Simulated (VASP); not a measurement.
# KCl (Pm-3m) in VASP: notebook

One crystal, KCl, is run at these levels: PBE+D3(BJ); tasks: relaxation of the atoms.

All numbers are computed with VASP 6.6.1; they aren't measurements. Logs are shortened: lines on timing, memory, paths and dates and some standing lists are left out, and cuts for length are marked.

### 1 The undisturbed crystal

The structure is cubic, space group Pm-3m (No. 221). The conventional cell has a = 3.634 Å, b = 3.634 Å, c = 3.634 Å, α = 90.00°, β = 90.00°, γ = 90.00°. K (site symmetry m-3m) has 8 Cl at 3.15 Å as nearest neighbours. Cl (site symmetry m-3m) has 8 K at 3.15 Å as nearest neighbours.

Measurements of this composition are mostly on another form, of space group No. 225.

### 2 Relaxation of the atoms, PBE+D3(BJ) (a relaxed cell with its volume scaled by 1.04)

INCAR reads:

```
SYSTEM = KCl
ALGO = Fast
EDIFF = 1E-7
EDIFFG = -0.01
ENCUT = 600
GGA = PE
IBRION = 2
ISIF = 2
ISMEAR = 0
IVDW = 12
LASPH = .TRUE.
LCHARG = .FALSE.
LREAL = .FALSE.
LWAVE = .FALSE.
NELM = 80
NSW = 40
PREC = Accurate
SIGMA = 0.03
```

KPOINTS reads:

```
k-points
0
G
  8 8 8
  0 0 0
```

POSCAR reads:

```
KCl                                     
1.0
    3.8088878524      0.0000000000      0.0000000000
    0.0000000000      3.8088878524      0.0000000000
    0.0000000000      0.0000000000      3.8088878524
  K               Cl            
     1     1
Direct
     0.0000000000000000    0.0000000000000000    0.0000000000000000
     0.5000000000000000    0.5000000000000000    0.5000000000000000
```

Potentials or basis: VASP PAW PBE potentials, release 64 (K_sv, Cl).

Run with:

```bash
$ cat potpaw_PBE.64/K_sv/POTCAR potpaw_PBE.64/Cl/POTCAR > POTCAR
$ mpirun -np 1 vasp_std > vasp.out
```

OUTCAR:

```text
SYSTEM = KCl
   EDIFF = 1E-7
   EDIFFG = -0.01
   ENCUT = 600
   GGA = PE
   IBRION = 2
   ISIF = 2
   ISMEAR = 0
   IVDW = 12
   LASPH = .TRUE.
   LREAL = .FALSE.
   NELM = 80
   NSW = 40
   PREC = Accurate
 IVDW          = 12

 ion  position               nearest neighbor table
   1  0.000  0.000  0.000-
   2  0.500  0.500  0.500-

  LATTYP: Found a simple cubic cell.
 ALAT       =     3.8088878524

  Lattice vectors:

 A1 = (   3.8088878524,   0.0000000000,   0.0000000000)
 A2 = (   0.0000000000,   3.8088878524,   0.0000000000)
 A3 = (   0.0000000000,   0.0000000000,   3.8088878524)

Analysis of symmetry for initial positions (statically):
=====================================================================
 Subroutine PRICEL returns:
 Original cell was already a primitive cell.

 Routine SETGRP: Setting up the symmetry group for a
 simple cubic supercell.

 Subroutine GETGRP returns: Found 48 space group operations
 (whereof 48 operations were pure point group operations)
 out of a pool of 48 trial point group operations.

The static configuration has the point symmetry O_h .

Analysis of symmetry for dynamics (positions and initial velocities):
=====================================================================
 Subroutine PRICEL returns:
 Original cell was already a primitive cell.

 Routine SETGRP: Setting up the symmetry group for a
 simple cubic supercell.

 Subroutine GETGRP returns: Found 48 space group operations
 (whereof 48 operations were pure point group operations)
 out of a pool of 48 trial point group operations.

The dynamic configuration has the point symmetry O_h .

 Subroutine INISYM returns: Found 48 space group operations
 (whereof 48 operations are pure point group operations),
 and found     1 'primitive' translations

----------------------------------------------------------------------------------------

                                     Primitive cell

  volume of cell :      55.2579

  direct lattice vectors                    reciprocal lattice vectors
     3.808887852  0.000000000  0.000000000     0.262543829  0.000000000  0.000000000
     0.000000000  3.808887852  0.000000000     0.000000000  0.262543829  0.000000000
     0.000000000  0.000000000  3.808887852     0.000000000  0.000000000  0.262543829

  length of vectors
     3.808887852  3.808887852  3.808887852     0.262543829  0.262543829  0.262543829

[... 92 lines left out ...]
   NUPDOWN=      -1.0000    fix difference up-down
   EMIN   =  10.00;   EMAX   =-10.00  energy-range for DOS
   EFERMI =   0.00;   METHOD = LEGACY
   ISMEAR =     0;   SIGMA  =   0.03  broadening in eV -4-tet -1-fermi 0-gaus
   EFERMI_NEDOS =   21; number of points for ismear=-14 and -15
   IALGO  =     68    algorithm
   IMIX   =      4    mixing-type and parameters
     AMIX     =   0.40;   BMIX     =  1.00
     AMIX_MAG =   1.60;   BMIX_MAG =  1.00
  volume/ion in A,a.u.               =      27.63       186.45
  Fermi-wavevector in a.u.,A,eV,Ry     =   1.083054  2.046675 15.959705  1.173005
  Thomas-Fermi vector in A             =   2.219110
   LORBIT       =      0    0 simple, 1 ext, 2 COOP (PROOUT), +10 PAW based schemes
   GGA     = PE    functional components
   LHFCALC =     F    Hartree Fock is set to
   AEXX    =    0.0000 exact exchange contribution
   IVDW    =    12    specifies the selected vdW correction
   LEPSILON=     F    determine dielectric tensor
   LRPA    =     F    only Hartree local field effects (RPA)
 conjugate gradient relaxation of ions
 non-spin polarized calculation
 RMM-DIIS sequential band-by-band and
 Gauss-broadening in eV      SIGMA  =   0.03
  energy-cutoff  :      600.00
  volume of cell :       55.26
 maximum number of plane-waves:      1860
   NGX = 15   NGY = 15   NGZ = 15

 number of electron      16.0000004 magnetization

 Free energy of the ion-electron system (eV)
  ---------------------------------------------------
  ext. energy  EPLUGINS =         0.00000000
  ---------------------------------------------------
  free energy    TOTEN  =        -6.65386207 eV

  energy without entropy =       -6.65386207  energy(sigma->0) =       -6.65386207

 E-fermi :  -0.5435     XC(G=0):  -8.1746

 val. band max:       -0.7158470853   @ k =   0.5000   0.5000   0.0000
 cond. band min:       4.1845784147   @ k =   0.0000   0.0000   0.0000
 fundamental gap:      4.9004255000
 Fermi energy:        -0.5435249081

 k-point     1 :       0.0000    0.0000    0.0000
  band No.  band energies     occupation
      1     -28.7368      2.00000
      2     -13.3267      2.00000
      3     -12.1191      2.00000
      4     -12.1191      2.00000
      5     -12.1191      2.00000
      6      -0.9236      2.00000
      7      -0.9236      2.00000
      8      -0.9236      2.00000
      9       4.1846      0.00000
     10       5.8338      0.00000
     11       5.8338      0.00000
     12       9.9896      0.00000
[... 331 lines left out ...]
 k-point    24 :       0.5000    0.3750    0.1250
  band No.  band energies     occupation
      1     -28.6964      2.00000
      2     -13.1162      2.00000
      3     -12.3105      2.00000
      4     -12.2725      2.00000
      5     -12.1011      2.00000
      6      -2.0367      2.00000
      7      -1.8308      2.00000
      8      -0.9773      2.00000
      9       5.9933      0.00000
     10       7.0973      0.00000
     11       8.2556      0.00000
     12       8.3953      0.00000

 [... further k-points ...]

------------------------ aborting loop because EDIFF is reached ----------------------------------------

 Edisp (eV)   -0.44725

 E8    (eV) :    -0.2040

  FORCE on cell =-STRESS in cart. coord.  units (eV):
  Direction    XX          YY          ZZ          XY          YZ          ZX
  --------------------------------------------------------------------------------------
  -------------------------------------------------------------------------------------
  Total      -0.26921    -0.26921    -0.26921    -0.00000     0.00000     0.00000
  in kB      -7.80568    -7.80568    -7.80568    -0.00000     0.00000     0.00000
  external pressure =       -7.81 kB  Pullay stress =        0.00 kB

 VOLUME and BASIS-vectors are now :
 -----------------------------------------------------------------------------
  energy-cutoff  :      600.00
  volume of cell :       55.26
      direct lattice vectors                 reciprocal lattice vectors
     3.808887852  0.000000000  0.000000000     0.262543829  0.000000000  0.000000000
     0.000000000  3.808887852  0.000000000     0.000000000  0.262543829  0.000000000
     0.000000000  0.000000000  3.808887852     0.000000000  0.000000000  0.262543829

 POSITION                                       TOTAL-FORCE (eV/Angst)
 -----------------------------------------------------------------------------------
      0.00000      0.00000      0.00000         0.000000      0.000000      0.000000
      1.90444      1.90444      1.90444         0.000000      0.000000      0.000000
 -----------------------------------------------------------------------------------
    total drift:                                0.000000      0.000000     -0.000000

  FREE ENERGIE OF THE ION-ELECTRON SYSTEM (eV)
  ---------------------------------------------------
  free  energy   TOTEN  =        -7.1011158395 eV

  energy  without entropy=       -7.1011158395  energy(sigma->0) =       -7.10111584

 reached required accuracy - stopping structural energy minimisation
```

OSZICAR:

```text
N       E                     dE             d eps       ncg     rms          rms(c)
DAV:   1     0.117083303106E+03    0.11708E+03   -0.80832E+03   840   0.135E+03
DAV:   2     0.267959925951E+00   -0.11682E+03   -0.10873E+03  1064   0.298E+02
DAV:   3    -0.671126787840E+01   -0.69792E+01   -0.69410E+01  1084   0.667E+01
DAV:   4    -0.695974011057E+01   -0.24847E+00   -0.24816E+00  1436   0.115E+01
[... 13 lines left out ...]
RMM:  18    -0.665386273031E+01   -0.31540E-06   -0.28910E-06   866   0.917E-03    0.134E-02
RMM:  19    -0.665386235232E+01    0.37799E-06   -0.18723E-06   935   0.768E-03    0.999E-03
RMM:  20    -0.665386230060E+01    0.51722E-07   -0.10723E-06   904   0.594E-03    0.667E-03
RMM:  21    -0.665386215613E+01    0.14447E-06   -0.61486E-07   849   0.442E-03    0.500E-03
RMM:  22    -0.665386207252E+01    0.83605E-07   -0.81959E-07   851   0.486E-03
   1 F= -.71011158E+01 E0= -.71011158E+01  d E =-.710112E+01
```

It took 17 s on 1 thread of Intel Xeon 6975P-C (Granite Rapids), shared host; peak memory 0.18 GiB.

Results:

| Property | Result |
| --- | --- |
| Free energy | -7.1011 eV |
| Pressure after relaxing | -0.8 GPa |
| Band gap on the k mesh | 4.90 eV, indirect (least direct gap 5.11 eV) |
| Dispersion energy per atom | -0.224 eV |

Final structure:
```yaml
crystal:
  lattice:
    - [3.80889, 0.00000, 0.00000]
    - [0.00000, 3.80889, 0.00000]
    - [0.00000, 0.00000, 3.80889]
  atoms:
    - { symbol: K, position: [0.00000, 0.00000, 0.00000] }
    - { symbol: Cl, position: [0.50000, 0.50000, 0.50000] }
```

Caveat: the relaxation stopped at its first step, so nothing moved. A k mesh can miss the band edges.

[end of part 1 of 2]
